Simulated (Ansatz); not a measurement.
A run of Ansatz 0.2.0 is set up as follows.

input

```
crystal:
  lattice:
    - [3.488598, -3.132578, 0.0]
    - [3.488598, 3.132578, 0.0]
    - [-1.260235, 0.0, 3.11355]
  atoms:
    - { symbol: Bi, position: [0.753061, 0.753061, 0.857382] }
    - { symbol: Bi, position: [0.246939, 0.246939, 0.142618] }
hamiltonian:
  xc: { exchange: pbesol, correlation: pbesol, exx: { coeff: 0.25 } }
  pseudopotentials: { kind: paw }
kpoints:
  mp_grid: { grid: [3, 3, 5] }
scf:
  occupations: { method: fermi_dirac, width: 0.05 }
output:
  forces: true
  stress: true
  eigenvalues: true
  write_density: true
  write_potential: true
  elf: true
  volumetric_format: npy
relax:
  f_tol: 0.01
  max_steps: 40
  cell: { stress_tol: 0.05 }
```

Question: What does it give for the relaxed volume?

Answer: 32.12 Å³/atom.

Question: Predict the band gap on the k mesh.

Answer: None (metal or under the smearing width).

Final structure:
```
CELL_PARAMETERS angstrom
3.42698 -3.05566 -0.11661
3.42698 3.05566 -0.11661
-1.34205 0.00000 3.11313
ATOMIC_POSITIONS crystal
Bi 0.76371 0.76371 0.88650
Bi 0.23629 0.23629 0.11350
```

Caveat: the k mesh is coarse (spacing up to 0.47 Å⁻¹), so the values aren't converged, least of all with exact exchange; spin-orbit coupling is left out, which moves the levels of the heavy elements; the PAW data sets come from PBE, with cores solved anew for the run's functional, which leaves a small shift of forces and pressure.
